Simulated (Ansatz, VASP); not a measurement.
# CuI in two plane-wave programs

Aim: how closely do two programs agree when they are given the same cell, functional and k mesh? The cell is taken from a series of VASP runs on this material, whose earlier steps may have relaxed, scaled or displaced it; both programs get it as it stands.

Program: Ansatz 0.2.0. Level of theory: plane waves, with VASP 6.6.1 beside it; band structure at LDA. Results are calculated unless marked as measured.

## 1. Set-up

Symmetry: F-43m, No. 216, cubic system. The conventional cell has a = 6.033 Å, b = 6.033 Å, c = 6.033 Å, α = 90.00°, β = 90.00°, γ = 90.00°. Nearest to Cu lie 4 I at 2.61 Å. I has 4 Cu at 2.61 Å nearest. Farther neighbours and most contacts between anions are not listed.

## 2. VASP: band structure, LDA

A single point gives forces, pressure and levels at one fixed geometry, so differences don't come from the geometry; what else differs is listed under the comparison.

Lines of VASP's logs that name or quote its potential files are left out, and so is its time.

INCAR

```
SYSTEM = CuI
PREC = Accurate
ENCUT = 400
EDIFF = 1E-06
NELM = 100
ISMEAR = 0
SIGMA = 0.02
LREAL = .FALSE.
ALGO = Normal
GGA = CA
NBANDS = 22
ISPIN = 2
MAGMOM = 1 0
LMAXMIX = 4
LORBIT = 11
LWAVE = .FALSE.
LCHARG = .FALSE.
KPAR = 4
ISIF = 2
```

POSCAR

```
CuI
1.0
    0.0000000000      3.0163425000      3.0163425000
    3.0163425000      0.0000000000      3.0163425000
    3.0163425000      3.0163425000      0.0000000000
Cu I
1 1
Direct
    0.7500000000      0.7500000000      0.7500000000
    0.0000000000      0.0000000000      0.0000000000
```

KPOINTS

```
Automatic mesh
0
Gamma
8 8 8
0 0 0
```

KPOINTS_OPT

```
Line mode
16
Line-mode
Reciprocal
  0.00000000   0.00000000   0.00000000 GAMMA
  0.50000000   0.00000000   0.50000000 X

  0.50000000   0.00000000   0.50000000 X
  0.50000000   0.25000000   0.75000000 W

  0.50000000   0.25000000   0.75000000 W
  0.37500000   0.37500000   0.75000000 K

  0.37500000   0.37500000   0.75000000 K
  0.00000000   0.00000000   0.00000000 GAMMA

  0.00000000   0.00000000   0.00000000 GAMMA
  0.50000000   0.50000000   0.50000000 L

  0.50000000   0.50000000   0.50000000 L
  0.62500000   0.25000000   0.62500000 U

  0.62500000   0.25000000   0.62500000 U
  0.50000000   0.25000000   0.75000000 W

  0.50000000   0.25000000   0.75000000 W
  0.50000000   0.50000000   0.50000000 L

  0.50000000   0.50000000   0.50000000 L
  0.37500000   0.37500000   0.75000000 K

  0.62500000   0.25000000   0.62500000 U
  0.50000000   0.00000000   0.50000000 X
```

The projector-augmented-wave data sets are Cu and I (LDA family, release 64).

On the command line:

```sh
$ mpirun -np 4 vasp_std
```

Numbers of over 12 decimals in the logs are rounded to 6 here.

The log of the run:

```text
[banner, memory and clock lines left out]
running    4 mpi-ranks, on    1 nodes
 distrk:  each k-point on    1 cores,    4 groups
 distr:  one band on    1 cores,    1 groups

 POSCAR found type information on POSCAR CuI
 POSCAR found :  2 types and       2 ions
 LDA part: xc-table for (Slater(with rela. corr.)+CA(PZ))
 , standard interpolation
 POSCAR, INCAR and KPOINTS ok, starting setup
 FFT: planning ... GRIDC
 FFT: planning ... GRID_SOFT
 FFT: planning ... GRID
 WAVECAR not read
 entering main loop
       N       E                     dE             d eps       ncg     rms          rms(c)
DAV:   1     0.972182645218E+02    0.97218E+02   -0.56798E+03  2598   0.683E+02
DAV:   2     0.115472964443E+01   -0.96064E+02   -0.83525E+02  2816   0.186E+02
DAV:   3    -0.682597584064E+01   -0.79807E+01   -0.78256E+01  3142   0.551E+01
DAV:   4    -0.704576493049E+01   -0.21979E+00   -0.21947E+00  3044   0.816E+00
DAV:   5    -0.705643118901E+01   -0.10666E-01   -0.10665E-01  3862   0.209E+00    0.850E+00
DAV:   6    -0.713029055295E+01   -0.73859E-01   -0.23716E+00  3074   0.359E+01    0.407E+00
DAV:   7    -0.694679360967E+01    0.18350E+00   -0.64254E-01  3112   0.234E+01    0.175E+00
DAV:   8    -0.694128762814E+01    0.55060E-02   -0.20164E-02  3530   0.944E-01    0.691E-01
DAV:   9    -0.694057163002E+01    0.71600E-03   -0.13079E-03  3592   0.406E-01    0.165E-01
DAV:  10    -0.694052259484E+01    0.49035E-04   -0.27134E-04  3678   0.379E-01    0.841E-02
DAV:  11    -0.694053382853E+01   -0.11234E-04   -0.53211E-05  3540   0.447E-02    0.298E-02
DAV:  12    -0.694053040979E+01    0.34187E-05   -0.94957E-06  3360   0.801E-02    0.735E-03
DAV:  13    -0.694053063015E+01   -0.22035E-06   -0.12858E-06  2658   0.676E-03
   1 F= -.69405306E+01 E0= -.69405306E+01  d E =-.135391E-44  mag=    -0.0000
 Start KPOINTS_OPT (optional k-point list driver)
k-point batch [1-29\160]
       N       E                     dE             ncg
DAV:   1     0.328768806693E+04   -0.79380E+04     2600
DAV:   2     0.528984723921E+03   -0.27587E+04     2780
DAV:   3     0.295853549718E+03   -0.23313E+03     3156
DAV:   4     0.289588520258E+03   -0.62650E+01     3148
DAV:   5     0.289293939386E+03   -0.29458E+00     3794
DAV:   6     0.289288111511E+03   -0.58279E-02     3250
DAV:   7     0.289288000632E+03   -0.11088E-03     3850
DAV:   8     0.289288000047E+03   -0.58549E-06     2516
[...]
k-point batch [146-160\160]
       N       E                     dE             ncg
DAV:   1     0.853615555910E+04   -0.64696E+04     1338
DAV:   2     0.714258392554E+04   -0.13936E+04     1436
DAV:   3     0.702550754391E+04   -0.11708E+03     1744
DAV:   4     0.702256266605E+04   -0.29449E+01     1620
DAV:   5     0.702242291811E+04   -0.13975E+00     2022
DAV:   6     0.702242092473E+04   -0.19934E-02     1656
DAV:   7     0.702242090500E+04   -0.19732E-04     2050
DAV:   8     0.702242090482E+04   -0.17330E-06     1286
```

From OUTCAR (step 2):

```text
ion  position               nearest neighbor table
   1  0.750  0.750  0.750-   2 2.61   2 2.61   2 2.61   2 2.61
   2  0.000  0.000  0.000-   1 2.61   1 2.61   1 2.61   1 2.61

  LATTYP: Found a face centered cubic cell.
 ALAT       =     6.0326850000

 Subroutine GETGRP returns: Found 24 space group operations
 (whereof 24 operations were pure point group operations)

The static configuration has the point symmetry T_d .

 Found     29 irreducible k-points:

   k-points           NKPTS =     29   k-points in BZ     NKDIM =     29   number of bands    NBANDS=     22

   dimension x,y,z NGX =    28 NGY =   28 NGZ =   28
   dimension x,y,z NGXF=    56 NGYF=   56 NGZF=   56

   ENCUT  =  400.0 eV  29.40 Ry    5.42 a.u.   6.96  6.96  6.96*2*pi/ulx,y,z

   NELECT =      18.0000    total number of electrons

 k-points in reciprocal lattice and weights: Automatic mesh
   0.00000000  0.00000000  0.00000000       0.002
   0.12500000  0.00000000  0.00000000       0.016
   0.25000000  0.00000000  0.00000000       0.016
   0.37500000  0.00000000  0.00000000       0.016
   0.50000000  0.00000000  0.00000000       0.008
   0.12500000  0.12500000  0.00000000       0.012
   0.25000000  0.12500000  0.00000000       0.047
   0.37500000  0.12500000  0.00000000       0.047
   0.50000000  0.12500000  0.00000000       0.047
[...]
-0.37500000  0.50000000  0.12500000       0.023
  -0.25000000  0.50000000  0.25000000       0.012

 average (electrostatic) potential at core
       1 -66.7170       2 -92.9007

 E-fermi :   4.5264

 spin component 1
 k-point     1 :       0.0000    0.0000    0.0000
  band No.  band energies     occupation
    ...
      5       2.3521      1.00000
      6       2.3521      1.00000
      7       4.3328      1.00000
      8       4.3328      1.00000
      9       4.3328      1.00000
     10       5.3667      0.00000
     11       9.1825      0.00000
     12       9.1825      0.00000
     13       9.1825      0.00000
     14      12.3353      0.00000
    ...

 k-point     2 :       0.1250    0.0000    0.0000
  band No.  band energies     occupation
    ...
      5       2.3457      1.00000
      6       2.3457      1.00000
      7       3.6556      1.00000
      8       4.2101      1.00000
      9       4.2101      1.00000
     10       6.0980      0.00000
     11       9.0683      0.00000
     12       9.4045      0.00000
     13       9.4045      0.00000
     14      13.1197      0.00000
    ...

 k-point     3 :       0.2500    0.0000    0.0000
  band No.  band energies     occupation
    ...
      5       2.3422      1.00000
      6       2.3422      1.00000
      7       2.9595      1.00000
      8       3.9407      1.00000
      9       3.9407      1.00000
     10       6.5372      0.00000
     11       9.7440      0.00000
     12       9.7440      0.00000
     13       9.7524      0.00000
     14      13.0841      0.00000
    ...

 k-point     4 :       0.3750    0.0000    0.0000
  band No.  band energies     occupation
    ...
      5       2.3616      1.00000
      6       2.3616      1.00000
      7       2.5568      1.00000
      8       3.6899      1.00000
      9       3.6899      1.00000
     10       6.4711      0.00000
     11       9.7730      0.00000
     12       9.7730      0.00000
     13      11.1269      0.00000
     14      12.8422      0.00000
    ...

 k-point     5 :       0.5000    0.0000    0.0000
  band No.  band energies     occupation
    ...
      5       2.3790      1.00000
      6       2.3790      1.00000
      7       2.4252      1.00000
      8       3.5861      1.00000
      9       3.5861      1.00000
     10       6.4123      0.00000
     11       9.7207      0.00000
     12       9.7207      0.00000
     13      11.6054      0.00000
     14      13.3499      0.00000
    ...

 k-point     6 :       0.1250    0.1250    0.0000
  band No.  band energies     occupation
    ...
      5       2.3196      1.00000
      6       2.3648      1.00000
      7       3.7185      1.00000
      8       4.0106      1.00000
      9       4.0106      1.00000
     10       6.4447      0.00000
     11       8.4931      0.00000
     12       9.7538      0.00000
     13       9.7538      0.00000
     14      12.1991      0.00000
    ...

  Total       -1.3750546     -1.3750546     -1.3750546      0.0000000      0.0000000     -0.0000000
  in kB      -40.1382639    -40.1382639    -40.1382639      0.0000000      0.0000000     -0.0000000
  external PRESSURE =     -40.1382639 kB  Pullay stress =       0.0000000 kB

  energy-cutoff  :      400.00
  volume of cell :       54.89
      direct lattice vectors                 reciprocal lattice vectors
     0.000000000  3.016342500  3.016342500    -0.165763669  0.165763669  0.165763669
     3.016342500  0.000000000  3.016342500     0.165763669 -0.165763669  0.165763669
     3.016342500  3.016342500  0.000000000     0.165763669  0.165763669 -0.165763669

 POSITION                                       TOTAL-FORCE (eV/Angst)
 -----------------------------------------------------------------------------------
      4.52451      4.52451      4.52451        -0.000000     -0.000000     -0.000000
      0.00000      0.00000      0.00000         0.000000      0.000000      0.000000
 -----------------------------------------------------------------------------------
    total drift:                               -0.000001     -0.000001     -0.000001

  FREE ENERGIE OF THE ION-ELECTRON SYSTEM (eV)
  ---------------------------------------------------
  free  energy   TOTEN  =        -6.9405306301 eV

  energy  without entropy=       -6.9405306301  energy(sigma->0) =       -6.94053063

 total charge
# of ion       s       p       d       tot
------------------------------------------
    1        0.341   0.274   9.332   9.947
    2        1.497   2.750   0.054   4.301
--------------------------------------------------
tot          1.838   3.025   9.385  14.248

 magnetization (x)
# of ion       s       p       d       tot
------------------------------------------
    1       -0.000  -0.000  -0.000  -0.000
    2        0.000   0.000   0.000   0.000
--------------------------------------------------
tot         -0.000   0.000  -0.000  -0.000

[... 6 further parts left out ...]
```

The run ends at a pressure of -4.01 GPa.

(Continued in part 2 of 2.)

[Lines on the potential files, build, host, timing and source positions are cut from VASP's logs without a mark.]

[Logs are printed without paths, hosts, clocks, repeated set-up lines and the standing remarks that a program may print on its own settings, such as how far it seeks lower states.]

[Hosts, paths, dates, database ids (printed as entryN), source tags and the programs' standing remarks are cut or masked in the printed files.]
